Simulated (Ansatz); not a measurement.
# CdS: the cost of one run

Method: DFT LDA, scalar-relativistic, plane waves, PAW, in Ansatz 0.2.0.

### 1 Starting point

The structure is trigonal, space group P3m1 (No. 156). The conventional cell has a = 4.261 Å, b = 4.261 Å, c = 5.804 Å, α = 90.00°, β = 90.00°, γ = 120.00°. Cd (site symmetry 3m) has 3 S at 2.46 Å as nearest neighbours. S (site symmetry 3m) is surrounded by 3 Cd at 2.46 Å.

As a file:

```cif
data_structure
_symmetry_space_group_name_H-M 'P3m1'
_symmetry_Int_Tables_number 156
_cell_length_a 4.2612
_cell_length_b 4.2612
_cell_length_c 5.8042
_cell_angle_alpha 90.000
_cell_angle_beta 90.000
_cell_angle_gamma 120.000
_cell_volume 91.27
loop_
_atom_site_label
_atom_site_type_symbol
_atom_site_symmetry_multiplicity
_atom_site_Wyckoff_symbol
_atom_site_fract_x
_atom_site_fract_y
_atom_site_fract_z
_atom_site_occupancy
Cd1 Cd 1 a 0.00000 0.00000 0.44269 1
S1 S 1 c 0.66667 0.33333 0.43431 1
```

The structure comes from the Materials Project (structure only).

### 2 A first look at the start

Input file input.yaml:

```yaml
crystal:
  lattice:
    - [4.2611695877, 0.0, 0.0]
    - [-2.1305847939, 3.6902811128, 0.0]
    - [0.0, 0.0, 5.80417294]
  atoms:
    - { symbol: Cd, position: [0.0, 0.0, 0.44269192] }
    - { symbol: S, position: [0.66666667, 0.33333333, 0.43430808] }
basis:
  ecutwfc: 420
kpoints:
  mp_grid: { grid: [6, 6, 4] }
hamiltonian:
  xc: lda
scf:
  occupations: { method: gaussian, width: 0.1 }
output:
  forces: true
  stress: true
  eigenvalues: true
```

What time and memory should one allow on 1 thread of an Arm CPU, shared host?

About 2.6 s, with a peak of 0.32 GiB.
